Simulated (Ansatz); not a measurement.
# ZrH (P4_2/mmc): single point from an input typed as a dict

The task is a single point from an input typed as a dict, for ZrH (P4_2/mmc).

Computed with the Python package of Ansatz 0.2.0. Level of theory: DFT r2SCAN, plane waves, PAW.

**1. The system**

The structure is tetragonal, space group P4_2/mmc (No. 131). Conventional cell: a = 3.243 Å, b = 3.243 Å, c = 4.948 Å, α = 90.00°, β = 90.00°, γ = 90.00°. Around Zr (site symmetry mmm) lie 4 H at 2.04 Å. H (site symmetry -4m2) has 4 Zr at 2.04 Å as nearest neighbours.

The script holds or builds the structure itself.

**2. The script**

File deck_zrh.py:

```python
'''Single point of ZrH through the engine session.'''

import ansatz

settings = {
    'crystal': {
        'lattice': [[3.242792, 0.0, 0.0], [0.0, 3.242792, 0.0], [0.0, 0.0, 4.948]],
        'atoms': [
            {'symbol': 'Zr', 'position': [0.0, 0.5, 0.0]},
            {'symbol': 'Zr', 'position': [0.5, 0.0, 0.5]},
            {'symbol': 'H', 'position': [0.0, 0.0, 0.75]},
            {'symbol': 'H', 'position': [0.0, 0.0, 0.25]},
        ],
    },
    'kpoints': {'mp_grid': {'grid': [7, 7, 5]}},
    'hamiltonian': {'xc': 'r2scan'},
    'scf': {'occupations': {'method': 'gaussian', 'width': 0.1}},
    'basis': {'ecutwfc': '600 eV'},
    'output': {'forces': True, 'stress': True, 'eigenvalues': True},
}

planned = ansatz.Session.from_dict(settings).plan(threads=1, pin='off')
result = planned.execute()
rep = result.report

energy = rep['free_energy_ev']
print('ZrH: {:.6f} eV = {:.6f} Ry = {:.6f} Ha'.format(energy, energy / 13.605693, energy / 27.211386))
print('Fermi level {:.4f} eV, {} k-points, {} symmetry operations'.format(rep['fermi_energy_ev'], rep['n_kpoints'], rep['n_symmetry_ops']))

# forces in eV per angstrom
print('forces (eV/A)')
for site, force in zip(result.lattice.sites, rep['forces_ev_ang']):
    print(f'  {site.symbol:2s} {force[0]:9.4f} {force[1]:9.4f} {force[2]:9.4f}')

used = rep['setup']
print('cutoffs (eV):', used['ecut_ev'], used['ecutrho_ev'], ' FFT grid:', used['fft_dense'])
print('cell volume {:.3f} A^3, {} symmetry operations'.format(used['cell_volume_ang3'], used['n_sym_ops']))
```

**3. The run**

Command:

```console
> python deck_zrh.py
```

Log:

```text
ZrH: -8423.920874 eV = -619.146770 Ry = -309.573385 Ha
Fermi level 12.9178 eV, 30 k-points, 16 symmetry operations
forces (eV/A)
  Zr    0.0000    0.0000    0.0000
  Zr    0.0000    0.0000    0.0000
  H     0.0000    0.0000   -0.0000
  H     0.0000    0.0000    0.0000
cutoffs (eV): 600.0 2400.0  FFT grid: [27, 27, 40]
cell volume 52.032 A^3, 16 symmetry operations
```

Wall time 5.3 s (1 thread of Arm Neoverse V2, shared host); peak memory 0.49 GiB.

**4. Size and end state of the run**

From the engine's report, whether the script printed it or not:

```tsv
item	value
SCF cycles in all	8
k-points solved	30
plane waves	1771
bands	17
valence electrons	26
free energy (eV)	-8423.92087
Fermi level (eV)	12.918
lowest empty less highest filled level on the mesh, by band count (eV)	-0.616
pressure (GPa; positive when compressed)	0.98
```

**5. The same input on the command line**

Run from a file, the same calculation prints its log.

File input.yaml:

```yaml
crystal:
  lattice:
    - [3.242792, 0.0, 0.0]
    - [0.0, 3.242792, 0.0]
    - [0.0, 0.0, 4.948]
  atoms:
    - { symbol: Zr, position: [0.0, 0.5, 0.0] }
    - { symbol: Zr, position: [0.5, 0.0, 0.5] }
    - { symbol: H, position: [0.0, 0.0, 0.75] }
    - { symbol: H, position: [0.0, 0.0, 0.25] }
kpoints:
  mp_grid: { grid: [7, 7, 5] }
hamiltonian:
  xc: r2scan
scf:
  occupations: { method: gaussian, width: 0.1 }
basis:
  ecutwfc: "600 eV"
output:
  forces: true
  stress: true
  eigenvalues: true
```

Command:

```console
> ansatz run input.yaml --threads 1 --pin off --max-ram 3072MiB --backend cpu --events-out ev --progress --plain --runs-dir out
```

Log:

```text
Warning: RAYON_NUM_THREADS=1 ignored (pool sized by the plan → 1); use --threads N
Engine: ansatz 0.2.0, aarch64-unknown-linux-gnu
Pseudopotentials: kind: paw
Pseudopotential: Zr, paw, valence charge 12, recommended cutoff 500 eV (meta_gga), Zr.paw.azcp
Pseudopotential: H, paw, valence charge 1, recommended cutoff 500 eV (meta_gga), H.paw.azcp
Functional definition: r2SCAN
  parameter k0 = 0.174
  parameter k1 = 0.065
  parameter a1 = 4.9479
  exchange = r2scan_x(k0 = k0, k1 = k1, a1 = a1)
  correlation = r2scan_c
Crystal: 4 atoms, lattice volume = 52.032 Å³
Basis set: ecut = 600 eV, 1771 PW (Γ), exchange–correlation on 108×108×160 points (64 copies of the dense FFT grid, shifted against one another)
Bands: 17, of which v1, the nominal top of the filled ones, is band 13 counted from 1 (12 counted from 0)
Symmetry: 16 space group operations
Space group: P42/mmc (ITA 131), of the structure as read, at distance tolerance 3.7e-5 Å
k-points: 30 of 245
Non-local potential: Zr, projectors of the file, l = 0: 3, l = 1: 2, l = 2: 2, l = 3: 2
Non-local potential: H, projectors of the file, l = 0: 2, l = 1: 1
PAW form: soft (Blöchl's): semilocal exchange-correlation on the pseudo side does not see the compensation charge
PAW frozen core: Zr, regenerated for the run's functional (the file was generated under x = pbe(κ = 0.804, μ = 0.2195149727645171), c = pbe(β = 0.06672455060314922))
PAW one-centre angular grid: Zr, 590 points (default); XC on 160 Gauss nodes
PAW one-centre angular grid: H, 302 points (default); XC on 160 Gauss nodes
Initial density: superposition of atomic densities (neutral atoms: chi_scale 0, normalization atom), corrected by the library's trained network
Initial wavefunctions: pseudopotential atomic-orbital guess
Functional: x = r2scan, c = r2scan; τ floored in thin density (d = 2e-4 eV/Å³)
SCF iter   1: F=—  HF=-8423.866458 eV  |F-HF|=—  |Δ(HF+E_count)|=         —  Δρ=1.03e-2  dr2=5.72e-2  dr2_τ=2.50e-2  ethr=1.77e-3  ⟨swp⟩=4.9  Hψ=2161  notcnv=0
preconditioner: auto → Kerker (q_TF=auto, 2.430 Å⁻¹)  [metal: Δε(μ)=0.069 eV  Ē_g=5.375 eV  σ=0.100 eV  W_gap=0.34  n_scr=14 (ndim 8)  ℏωp=16.3 eV  f_vac=0.000  D(μ)=1.76/eV (n_scr^D=14)]
SCF iter   2: F=—  HF=-8423.921824 eV  |F-HF|=—  |Δ(HF+E_count)|=   5.54e-2  Δρ=6.88e-3  dr2=2.37e-2  dr2_τ=6.51e-4  ethr=2.20e-4  ⟨swp⟩=2.5  Hψ=1206  notcnv=0
SCF iter   3: F=—  HF=-8423.920652 eV  |F-HF|=—  |Δ(HF+E_count)|=   1.17e-3  Δρ=1.31e-3  dr2=7.04e-4  dr2_τ=1.05e-4  ethr=9.10e-5  ⟨swp⟩=2.0  Hψ=925  notcnv=0
SCF iter   4: F=—  HF=-8423.920869 eV  |F-HF|=—  |Δ(HF+E_count)|=   2.17e-4  Δρ=5.42e-4  dr2=1.85e-4  dr2_τ=5.52e-6  ethr=2.71e-6  ⟨swp⟩=2.2  Hψ=821  notcnv=0
SCF iter   5: F=—  HF=-8423.920873 eV  |F-HF|=—  |Δ(HF+E_count)|=   4.68e-6  Δρ=2.61e-4  dr2=4.12e-5  dr2_τ=9.23e-7  ethr=7.12e-7  ⟨swp⟩=1.0  Hψ=510  notcnv=0
SCF iter   6: F=—  HF=-8423.920874 eV  |F-HF|=—  |Δ(HF+E_count)|=   1.04e-6  Δρ=8.71e-5  dr2=3.41e-6  dr2_τ=5.54e-8  ethr=1.58e-7  ⟨swp⟩=2.6  Hψ=691  notcnv=0
SCF iter   7: F=—  HF=-8423.920874 eV  |F-HF|=—  |Δ(HF+E_count)|=   4.63e-8  Δρ=1.84e-5  dr2=1.71e-7  dr2_τ=6.17e-9  ethr=1.31e-8  ⟨swp⟩=2.4  Hψ=613  notcnv=0
SCF iter   8: F=-8423.920874 eV  HF=-8423.920874 eV  |F-HF|=2.71e-9  |Δ(HF+E_count)|=   3.11e-8  Δρ=4.40e-6  dr2=7.65e-9  dr2_τ=1.90e-10  ethr=3.85e-10  ⟨swp⟩=4.1  Hψ=1817  notcnv=0
SCF 1 converged in 8 iterations: F = -8423.920874 eV  dr2 = 7.65e-9
SCF converged after 8 iterations
Free energy (F): -8423.920874 eV
Harris-Foulkes:  -8423.920874 eV  (|F-HF|=2.71e-9)
Internal energy: -8423.911579 eV  (E = F + TS)
E sigma→0 (E₀):  -8423.916227 eV
Entropy (-TS):   -0.009295 eV (-2.324 meV/atom)
Fermi energy:    12.917798 eV
--- Per-component energies (eV) ---
  E_band       = -237.721118
  E_kinetic    = 693.837608
  E_local      = -1315.466183  (includes V_loc(G=0)·N_el)
  E_nonlocal   = 160.562245
  E_hartree    = 404.441312
  E_xc         = -330.675997
  E_vxc        = -448.759997  (∫ρ·V_xc dr)
  E_paw        = -5942.600264  (= ΣΔE_a)
  E_vpaw       = -162.677665  (= ΣTr[D̂ρ^β])
  E_aug_tail   = -0.000127  (compensation charges beyond the density's cutoff)
  E_vtau       = 25.900629  (kinetic-family band-sum trace: ∫τ·v_τ [+ j·A + Jᵃ·Aᵃ] dr)
  E_ewald      = -2093.680690
  E_core_change = -0.329483  (= ΣΔE_core)
  E_smearing   = -0.009295  (= −TS)
  E_closure    = 0.000000  (closes the sum)
  Σ components = -8423.920874   (vs F -8423.920874, Δ=0.00e0)
--- Forces (eV/Å), atoms counted from 1 ---
  atom   1  Zr     0.00000000     0.00000000     0.00000000
  atom   2  Zr     0.00000000     0.00000000     0.00000000
  atom   3  H      0.00000000     0.00000000    -0.00000000
  atom   4  H      0.00000000     0.00000000     0.00000000
  max |Σ_I F_I| component: 2.17e-19 eV/Å
--- Stress (GPa, compression-positive) ---
        0.957585       0.000000       0.000000
        0.000000       0.957585       0.000000
        0.000000       0.000000       1.013438
  P = ⅓ Tr σ = 0.9762 GPa (9.762 kbar)
--- Band table (eV; the first three rows and the last of 30) ---
  k-point 0: bands = ["-37.8315", "-37.7163", "-15.5167", "-14.9967", "-14.9967", "-14.7868", "-14.7545", "-14.7545", "3.8179", "8.8904", "9.7304", "9.7623", "13.0051", "13.6755", "13.6755", "15.3943", "16.4842"]
  k-point 1: bands = ["-37.8206", "-37.7274", "-15.4520", "-14.9810", "-14.9810", "-14.8621", "-14.7707", "-14.7707", "4.1407", "7.8374", "9.9948", "10.5342", "12.8160", "13.9036", "13.9036", "14.8361", "16.5846"]
  k-point 2: bands = ["-37.7919", "-37.7563", "-15.2781", "-15.0531", "-14.9487", "-14.9487", "-14.8041", "-14.8041", "5.0458", "6.3629", "10.6312", "11.2158", "12.5406", "13.5743", "14.5541", "14.5541", "15.7408"]
  k-point 29: bands = ["-37.6889", "-37.6872", "-15.4998", "-15.3678", "-15.2636", "-15.1710", "-14.9974", "-14.9967", "6.5690", "7.2613", "10.8261", "10.8420", "11.8488", "12.9016", "15.0298", "15.0672", "17.3451"]
```

Wall time 5.2 s (1 thread of Arm Neoverse V2, shared host); peak memory 0.44 GiB.

Script and command line differ by 0.000 meV in the energy.

**6. Outcome**

| quantity | value |
| --- | --- |
| free energy | -8423.9209 eV (-2105.9802 eV/atom) |
| gap on the mesh | none |
| pressure | 0.98 GPa |
| largest force | 0.000 eV/Å |

What this shows: The mesh shows no gap. The pressure of 1.0 GPa means that the cell would grow if relaxed at this level. All forces vanish by symmetry. What to keep in mind:
- For a metal this k-point mesh is coarse: on a finer one energies can move by several to tens of meV an atom and pressures by half a GPa or more, differences at one mesh by less.
- Only differences from the Fermi energy are physical; the zero of the scale is a convention.
